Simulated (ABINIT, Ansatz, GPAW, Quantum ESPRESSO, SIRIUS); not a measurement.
## Sn: equilibrium volume by level of theory

**What was measured.** The equilibrium volume of Sn (Fd-3m) is reported as 34.16 Å³/atom (arxiv:1703.07488). The runs below try to reproduce it.

Symmetry: Fd-3m, No. 227, cubic system. The conventional cell has a = 6.467 Å, b = 6.467 Å, c = 6.467 Å, α = 90.00°, β = 90.00°, γ = 90.00°. Sn (site symmetry -43m) is surrounded by 4 Sn at 2.80 Å.

This isn't the form of Sn at room conditions, which is tetragonal (white tin).

```csv
rung,level,program and potentials,cutoff (eV),k mesh,smearing,task,core time,chip,equilibrium volume (Å³/atom),miss,notes
GGA + dispersion,BLYP+D3(BJ),"Ansatz, all-electron LAPW, scalar-relativistic",-,7 × 7 × 7,fermi-dirac 0.05,relaxation of cell and atoms,22 s,Arm Neoverse V2,35.85,+4.9 %,-
GGA + dispersion,BLYP+D4,"Ansatz, all-electron LAPW, scalar-relativistic",-,7 × 7 × 7,fermi-dirac 0.05,relaxation of cell and atoms,24 s,Arm Neoverse V2,36.32,+6.3 %,-
GGA + dispersion,PBE+D3(BJ),"Ansatz, all-electron LAPW, scalar-relativistic",-,7 × 7 × 7,fermi-dirac 0.05,relaxation of cell and atoms,24 s,Arm Neoverse V2,35.51,+4.0 %,-
GGA,PBE,"Ansatz, all-electron LAPW, scalar-relativistic",-,7 × 7 × 7,fermi-dirac 0.05,relaxation of cell and atoms,25 s,Arm Neoverse V2,36.86,+7.9 %,-
GGA + dispersion,RPBE+D4,"Ansatz, all-electron LAPW, scalar-relativistic",-,7 × 7 × 7,fermi-dirac 0.05,relaxation of cell and atoms,25 s,Arm Neoverse V2,35.32,+3.4 %,-
GGA,RPBE,"Ansatz, all-electron LAPW, scalar-relativistic",-,7 × 7 × 7,fermi-dirac 0.05,relaxation of cell and atoms,27 s,Arm Neoverse V1,38.17,+11.7 %,-
GGA + dispersion,revPBE+D4,"Ansatz, all-electron LAPW, scalar-relativistic",-,7 × 7 × 7,fermi-dirac 0.05,relaxation of cell and atoms,27 s,Arm Neoverse V1,35.43,+3.7 %,-
LDA,LDA,"ABINIT, PseudoDojo NC SR LDA v0.4.1 standard",980,5 × 5 × 5,fermi-dirac 0.05,relaxation of cell and atoms,87 s,Arm Neoverse V2,34.06,-0.3 %,-
GGA + dispersion,PBEsol+D3(BJ),"GPAW, PAW data sets generated for this functional",600,6 × 6 × 6,fermi-dirac 0.05,equation of state,99 s,Arm Neoverse V2,33.72,-1.3 %,-
GGA,AM05,"GPAW, PAW data sets generated for this functional",600,6 × 6 × 6,fermi-dirac 0.05,equation of state,1.7 min,Arm Neoverse V2,35.11,+2.8 %,-
GGA + dispersion,PBE+D4,"GPAW, GPAW PAW data sets (gpaw-data 1.2.1)",600,6 × 6 × 6,fermi-dirac 0.05,equation of state,2.2 min,Arm Neoverse V1,35.21,+3.1 %,-
GGA + dispersion,RPBE+D4,"Quantum ESPRESSO, PseudoDojo 0.4.1 SR PBE standard",980,7 × 7 × 7,fermi-dirac 0.05,equation of state,3.9 min,Arm Neoverse V2,35.30,+3.3 %,potentials made for PBE
GGA + dispersion,PBE+D4,"Quantum ESPRESSO, PseudoDojo 0.4.1 SR PBE standard",980,7 × 7 × 7,fermi-dirac 0.05,equation of state,3.9 min,Arm Neoverse V2,35.43,+3.7 %,-
GGA,PBEsol,"Quantum ESPRESSO, PseudoDojo 0.4.1 SR PBEsol standard",980,7 × 7 × 7,fermi-dirac 0.05,equation of state,4.2 min,Arm Neoverse V1,35.07,+2.7 %,-
GGA + dispersion,PBE+D3(BJ),"SIRIUS, all-electron FP-LAPW, apw+lo standard",-,7 × 7 × 7,fermi-dirac 0.05,equation of state,6.4 min,AMD EPYC 7R43 Zen 3,35.49,+3.9 %,-
```

Times are single runs on shared hosts and different chips, so they are rough; meshes, cutoffs and the tasks' sizes weigh on the time. All rows: no spin polarisation. Smearing widths are in eV. For a metal such meshes aren't converged. Meshes differ between rows, which moves values too. Meshes are those of the run's cell of 2 atoms unless a note names another. Relaxations start from the cell shown or near it and stop with a little pressure left. The cell shown, of 33.80 Å³ an atom, is the runs' start and not the measured value. Misses use the values as printed. Runs on faulty files, with rough fits or with known faults for this quantity aren't shown. No row holds spin-orbit coupling.

By rung: LDA 34.06; GGA + dispersion 33.72 to 36.32; GGA 35.07 to 38.17 (Å³/atom). Measured: 34.16 Å³/atom (arxiv:1703.07488). Closest is LDA (-0.3 %), and PBE misses by +7.9 % on plain settings. The runs are for a static lattice, while measurements hold temperature and zero-point motion.

Every GGA without a dispersion term makes grey tin too large, from PBEsol at 35.07 to RPBE at 38.17 Å³/atom, while LDA lands just below experiment. Gradient corrections favour inhomogeneous densities and so weaken and lengthen the tetrahedral sp³ bonds. The effect is large here because the diffuse 5s and 5p orbitals overlap weakly, leaving a soft, open lattice. PBEsol and AM05, whose gradient dependence is better suited to solids, expand it less than PBE or RPBE.

Adding dispersion contracts the cell wherever the parent functional is also listed. The contraction is greatest for RPBE, which ends up close to dispersion-corrected PBE, whereas PBEsol is carried below the measured volume. The added attraction thus probably offsets functional-specific underbinding as well as describing dispersion between polarisable tin atoms, so better volumes don't isolate a van der Waals contribution. LDA's close match likewise probably owes much to cancellation between exchange and correlation errors. Nor does a good volume for this phase establish its stability relative to white tin.
